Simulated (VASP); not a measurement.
# SnSe (Pm-3m) in VASP: further runs, part 3 of 3

VASP 6.6.1. Earlier steps stand in the parts before.

### 4 Relaxation of cell and atoms, r2SCAN, target pressure 50.1 GPa, at which the enthalpy is minimised

This run uses another cell than the first one, of 16.56 Å³/atom, 0.998 times its volume.

Input file INCAR:

```
PREC = Accurate
ENCUT = 600
EDIFF = 1E-7
ISMEAR = 0
SIGMA = 0.03
LREAL = False
LASPH = True
NELM = 80
ALGO = Normal
ISIF = 3
LWAVE = False
LCHARG = False
METAGGA = R2SCAN
LMIXTAU = True
IBRION = 2
NSW = 90
EDIFFG = -0.005
PSTRESS = 501.0
```

Input file KPOINTS:

```
regular mesh
0
Gamma
  8 8 8
```

Input file POSCAR:

```
SnSe                                    
1.0
    3.2112714510     -0.0000000000      0.0000000000
   -0.0000000000      3.2112714510     -0.0000000000
    0.0000000000      0.0000000000      3.2112714510
  Sn              Se            
     1     1
Direct
     0.5000000000000000    0.5000000000000000    0.5000000000000000
     0.0000000000000000    0.0000000000000000    0.0000000000000000
```

Potentials or basis: VASP PAW PBE potentials, release 64 (Sn_d, Se).

Started as:

```sh
$ cat potpaw_PBE.64/Sn_d/POTCAR potpaw_PBE.64/Se/POTCAR > POTCAR
$ mpirun -np 1 vasp_std > vasp.out
```

OUTCAR:

```text
PREC = Accurate
   ENCUT = 600
   EDIFF = 1E-7
   ISMEAR = 0
   LREAL = False
   LASPH = True
   NELM = 80
   ISIF = 3
   METAGGA = R2SCAN
   IBRION = 2
   NSW = 90
   EDIFFG = -0.005
   PSTRESS = 501.0

 ion  position               nearest neighbor table
   1  0.500  0.500  0.500-   2 2.78   2 2.78   2 2.78   2 2.78   2 2.78   2 2.78   2 2.78   2 2.78

   2  0.000  0.000  0.000-   1 2.78   1 2.78   1 2.78   1 2.78   1 2.78   1 2.78   1 2.78   1 2.78

  LATTYP: Found a simple cubic cell.
 ALAT       =     3.2112714510

  Lattice vectors:

 A1 = (   3.2112714510,   0.0000000000,   0.0000000000)
 A2 = (   0.0000000000,   3.2112714510,   0.0000000000)
 A3 = (   0.0000000000,   0.0000000000,   3.2112714510)

Analysis of symmetry for initial positions (statically):
=====================================================================
 Subroutine PRICEL returns:
 Original cell was already a primitive cell.

 Routine SETGRP: Setting up the symmetry group for a
 simple cubic supercell.

 Subroutine GETGRP returns: Found 48 space group operations
 (whereof 48 operations were pure point group operations)
 out of a pool of 48 trial point group operations.

The static configuration has the point symmetry O_h .

Analysis of symmetry for dynamics (positions and initial velocities):
=====================================================================
 Subroutine PRICEL returns:
 Original cell was already a primitive cell.

 Routine SETGRP: Setting up the symmetry group for a
 simple cubic supercell.

 Subroutine GETGRP returns: Found 48 space group operations
 (whereof 48 operations were pure point group operations)
 out of a pool of 48 trial point group operations.

The dynamic configuration has the point symmetry O_h .

 Subroutine INISYM returns: Found 48 space group operations
 (whereof 48 operations are pure point group operations),
 and found     1 'primitive' translations

----------------------------------------------------------------------------------------

                                     Primitive cell

  volume of cell :      33.1155

  direct lattice vectors                    reciprocal lattice vectors
     3.211271451  0.000000000  0.000000000     0.311403136  0.000000000  0.000000000
     0.000000000  3.211271451  0.000000000     0.000000000  0.311403136  0.000000000
     0.000000000  0.000000000  3.211271451     0.000000000  0.000000000  0.311403136

  length of vectors
     3.211271451  3.211271451  3.211271451     0.311403136  0.311403136  0.311403136

  position of ions in fractional coordinates (direct lattice)
     0.500000000  0.500000000  0.500000000
     0.000000000  0.000000000  0.000000000

  ion indices of the primitive-cell ions
   primitive index   ion index
                 1           1
                 2           2

----------------------------------------------------------------------------------------

 KPOINTS: regular mesh

Automatic generation of k-mesh.
 Grid dimensions read from file:
 generate k-points for:    8    8    8

 Generating k-lattice:

  Cartesian coordinates                     Fractional coordinates (reciprocal lattice)
[... 44 lines left out ...]
   total plane-waves  NPLWV =  21952
   dimension x,y,z NGX =    28 NGY =   28 NGZ =   28
   dimension x,y,z NGXF=    56 NGYF=   56 NGZF=   56
   ions per type =               1   1
   NGX,Y,Z   is equivalent  to a cutoff of  14.50, 14.50, 14.50 a.u.
   NGXF,Y,Z  is equivalent  to a cutoff of  28.99, 28.99, 28.99 a.u.
 SYSTEM =  unknown system
   PREC   = accura    normal or accurate (medium, high low for compatibility)
   ISTART =      0    job   : 0-new  1-cont  2-samecut
   ICHARG =      2    charge: 1-file 2-atom 10-const
   ISPIN  =      1    spin polarized calculation?
   LNONCOLLINEAR =      F non collinear calculations
   LSORBIT =      F    spin-orbit coupling
   LASPH  =      T    aspherical Exc in radial PAW
   ENCUT  =  600.0 eV  44.10 Ry    6.64 a.u.   6.41  6.41  6.41*2*pi/ulx,y,z
   NELM   =     80;   NELMIN=  2; NELMDL= -5     # of ELM steps
   EDIFF  = 0.1E-06   stopping-criterion for ELM
   LREAL  =      F    real-space projection
   EDIFFG = -.5E-02   stopping-criterion for IOM
   NSW    =     90    number of steps for IOM
   IBRION =      2    ionic relax: 0-MD 1-quasi-New 2-CG
   NFREE  =      1    steps in history (QN), initial steepest desc. (CG)
   ISIF   =      3    stress and relaxation
   ISYM   =      2    0-nonsym 1-usesym 2-fastsym
   POTIM  = 0.5000    time-step for ionic-motion
   TEBEG  =    0.0;   TEEND  =   0.0 temperature during run
   PSTRESS=  501.0 pullay stress
   NELECT =      20.0000    total number of electrons
   NUPDOWN=      -1.0000    fix difference up-down
   EMIN   =  10.00;   EMAX   =-10.00  energy-range for DOS
   EFERMI =   0.00;   METHOD = LEGACY
   ISMEAR =     0;   SIGMA  =   0.03  broadening in eV -4-tet -1-fermi 0-gaus
   EFERMI_NEDOS =   21; number of points for ismear=-14 and -15
   IALGO  =     38    algorithm
   IMIX   =      4    mixing-type and parameters
     AMIX     =   0.40;   BMIX     =  1.00
     AMIX_MAG =   1.60;   BMIX_MAG =  1.00
  volume/ion in A,a.u.               =      16.56       111.74
  Fermi-wavevector in a.u.,A,eV,Ry     =   1.383804  2.615010 26.053968  1.914913
  Thomas-Fermi vector in A             =   2.508367
   LORBIT       =      0    0 simple, 1 ext, 2 COOP (PROOUT), +10 PAW based schemes
   METAGGA = R2SCAN    functional components
   LHFCALC =     F    Hartree Fock is set to
   AEXX    =    0.0000 exact exchange contribution
   IVDW    =     0    specifies the selected vdW correction
   LEPSILON=     F    determine dielectric tensor
   LRPA    =     F    only Hartree local field effects (RPA)
 conjugate gradient relaxation of ions
 non-spin polarized calculation
 Gauss-broadening in eV      SIGMA  =   0.03
  energy-cutoff  :      600.00
  volume of cell :       33.12
 maximum number of plane-waves:      1141
 NGX is ok and might be reduce to    28
   NGX = 13   NGY = 13   NGZ = 13

 number of electron      19.9999999 magnetization

 Free energy of the ion-electron system (eV)
  ---------------------------------------------------
  ext. energy  EPLUGINS =         0.00000000
  ---------------------------------------------------
  free energy    TOTEN  =       -37.50859453 eV

  energy without entropy =      -37.50812935  energy(sigma->0) =      -37.50836194

 E-fermi :  12.3770     XC(G=0): -13.0895

 val. band max:       12.3507712975   @ k =   0.3750   0.3750   0.2500
 cond. band min:      12.4080217117   @ k =   0.1250   0.1250   0.1250
 fundamental gap:      0.0572504141
 Fermi energy:        12.3770076879

 k-point     1 :       0.0000    0.0000    0.0000
  band No.  band energies     occupation
      1     -10.8145      2.00000
      2     -10.8145      2.00000
      3     -10.5431      2.00000
      4     -10.5431      2.00000
      5     -10.5431      2.00000
      6      -6.2746      2.00000
      7       7.7755      2.00000
      8       8.3916      2.00000
      9       8.3916      2.00000
     10       8.3916      2.00000
     11      15.6427      0.00000
     12      15.6427      0.00000
     13      22.0406      0.00000
     14      22.0406      0.00000
[... 377 lines left out ...]
      1     -10.8243      2.00000
      2     -10.6576      2.00000
      3     -10.6464      2.00000
      4     -10.6279      2.00000
      5     -10.4556      2.00000
      6      -2.3132      2.00000
      7       2.5091      2.00000
      8       4.4734      2.00000
      9       6.7620      2.00000
     10      10.1033      2.00000
     11      14.8006      0.00000
     12      16.0498      0.00000
     13      18.3897      0.00000
     14      21.0361      0.00000

 [... further k-points ...]

------------------------ aborting loop because EDIFF is reached ----------------------------------------

  FORCE on cell =-STRESS in cart. coord.  units (eV):
  Direction    XX          YY          ZZ          XY          YZ          ZX
  --------------------------------------------------------------------------------------
  -------------------------------------------------------------------------------------
  Total       10.3613828     10.3613828     10.3613828      0.0000000      0.0000000      0.0000000
  in kB      501.2994688    501.2994688    501.2994688      0.0000000      0.0000000      0.0000000
  external PRESSURE =       0.2994688 kB  Pullay stress =     501.0000000 kB

 VOLUME and BASIS-vectors are now :
 -----------------------------------------------------------------------------
  energy-cutoff  :      600.00
  volume of cell :       33.12
      direct lattice vectors                 reciprocal lattice vectors
     3.211271451  0.000000000  0.000000000     0.311403136  0.000000000  0.000000000
     0.000000000  3.211271451  0.000000000     0.000000000  0.311403136  0.000000000
     0.000000000  0.000000000  3.211271451     0.000000000  0.000000000  0.311403136

 POSITION                                       TOTAL-FORCE (eV/Angst)
 -----------------------------------------------------------------------------------
      1.60564      1.60564      1.60564         0.000000      0.000000      0.000000
      0.00000      0.00000      0.00000         0.000000      0.000000      0.000000
 -----------------------------------------------------------------------------------
    total drift:                                0.000000      0.000000      0.000000

  FREE ENERGIE OF THE ION-ELECTRON SYSTEM (eV)
  ---------------------------------------------------
  free  energy   TOTEN  =       -37.5085945304 eV

  energy  without entropy=      -37.5081293459  energy(sigma->0) =      -37.50836194

  enthalpy is  TOTEN    =       -27.1534015117 eV   P V=       10.3551930187

 reached required accuracy - stopping structural energy minimisation
```

OSZICAR:

```text
N       E                     dE             d eps       ncg     rms          rms(c)
DAV:   1     0.103466112839E+03    0.10347E+03   -0.12070E+04   986   0.241E+03
DAV:   2    -0.301343244096E+02   -0.13360E+03   -0.13042E+03  1040   0.455E+02
DAV:   3    -0.404921872667E+02   -0.10358E+02   -0.10029E+02  1298   0.999E+01
DAV:   4    -0.406709783214E+02   -0.17879E+00   -0.17874E+00  1112   0.139E+01
DAV:   5    -0.406748130136E+02   -0.38347E-02   -0.38346E-02  1356   0.216E+00    0.672E+00
DAV:   6    -0.374312356871E+02    0.32436E+01   -0.95351E-01  1208   0.201E+01    0.405E+00
DAV:   7    -0.375016444139E+02   -0.70409E-01   -0.36272E-01  1016   0.856E+00    0.154E+00
DAV:   8    -0.374742774870E+02    0.27367E-01   -0.21779E-01  1070   0.612E+00    0.541E-01
DAV:   9    -0.374875820989E+02   -0.13305E-01   -0.10302E-01  1010   0.334E+00    0.255E-01
DAV:  10    -0.375068344231E+02   -0.19252E-01   -0.88381E-03  1058   0.895E-01    0.115E-01
DAV:  11    -0.375082756753E+02   -0.14413E-02   -0.97195E-04  1192   0.379E-01    0.400E-02
DAV:  12    -0.375085121030E+02   -0.23643E-03   -0.70108E-04  1052   0.379E-01    0.204E-02
DAV:  13    -0.375085745398E+02   -0.62437E-04   -0.15238E-04  1046   0.167E-01    0.181E-02
DAV:  14    -0.375085905697E+02   -0.16030E-04   -0.12502E-05  1250   0.472E-02    0.460E-03
DAV:  15    -0.375085944552E+02   -0.38855E-05   -0.51280E-06  1058   0.292E-02    0.259E-03
DAV:  16    -0.375085945304E+02   -0.75206E-07   -0.32907E-07  1180   0.417E-03
   1 F= -.27153402E+02 E0= -.27153169E+02  d E =-.271534E+02
```

Run time: 41 s. Hardware: 1 thread of Intel Xeon 6975P-C (Granite Rapids), shared host; peak memory 0.18 GiB.

What came out:

```
Free energy             : -37.5086 eV
Pressure after relaxing : 50.1 GPa
Band gap on the k mesh  : none (metal or under the smearing width)
```

Final structure:
```
Sn Se
1.0
     3.21127    0.00000    0.00000
     0.00000    3.21127    0.00000
     0.00000    0.00000    3.21127
Sn Se
1 1
Cartesian
  1.6056 1.6056 1.6056
  0.0000 0.0000 0.0000
```

Levels at points of the mesh, in eV from the Fermi level:
| k point | band 7 | band 8 | band 9 | band 10 | band 11 | band 12 | band 13 | band 14 |
| --- | --- | --- | --- | --- | --- | --- | --- | --- |
| (0.00, 0.00, 0.00) | -4.60 | -3.99 | -3.99 | -3.99 | 3.27 | 3.27 | 9.66 | 9.66 |
| (0.50, 0.00, 0.00) | -12.27 | -1.69 | -1.69 | 0.46 | 2.12 | 3.20 | 3.20 | 5.11 |
| (0.50, 0.50, 0.00) | -8.97 | -8.97 | -7.50 | -1.07 | 5.48 | 5.48 | 6.84 | 7.39 |
| (0.50, 0.50, 0.50) | -5.76 | -5.76 | -5.76 | -3.79 | -3.25 | -3.25 | -3.25 | 20.02 |

Caveat: the relaxation stopped at its first step, so nothing moved; the cell is relaxed towards a set pressure, so the enthalpy falls and the energy may rise; the PAW data sets were made with another functional, which shifts forces and pressure a little.
